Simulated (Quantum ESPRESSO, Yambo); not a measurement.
An input for Quantum ESPRESSO 7.5 (GaAs (F-43m)):

```
&control
  calculation = 'nscf'
  prefix = 'x'
  outdir = 'o'
  pseudo_dir = 'pseudo'
/
&system
  ibrav = 0
  nat = 2
  ntyp = 2
  ecutwfc = 76.0
  nbnd = 304
  force_symmorphic = .true.
/
&electrons
  conv_thr = 1e-9
  electron_maxstep = 80
  diago_full_acc = .true.
  diago_thr_init = 5e-6
/
ATOMIC_SPECIES
  Ga 69.723 Ga.upf
  As 74.922 As.upf
CELL_PARAMETERS angstrom
  0.0000000000 2.8268500000 2.8268500000
  2.8268500000 0.0000000000 2.8268500000
  2.8268500000 2.8268500000 0.0000000000
ATOMIC_POSITIONS crystal
  Ga 0.0000000000 0.0000000000 0.0000000000
  As 0.2500000000 0.2500000000 0.2500000000
K_POINTS automatic
  4 4 4 0 0 0
```

```sh
OMP_NUM_THREADS=1 mpirun -n 4 pw.x -nk 4 -in pw.in > pw.out
```

**Question.** Estimate wall time and host memory on 4 MPI ranks of Arm Neoverse N1, shared host.

It took 46 s; on shared hardware allow 23 s to 91 s. Peak host memory was 0.58 GiB.

[Paths, hosts, dates, memory and timing lines, banners, echoed tables and standing remarks are left out of the program output.]

[Logs are printed without paths, hosts, clocks, repeated set-up lines and the standing remarks that a program may print on its own settings, such as how far it seeks lower states.]

[Runs of the session that timed out or met a known fault of the program may be left out.]

[Hosts, paths, dates, database ids (printed as entryN), source tags and the programs' standing remarks are cut or masked in the printed files.]
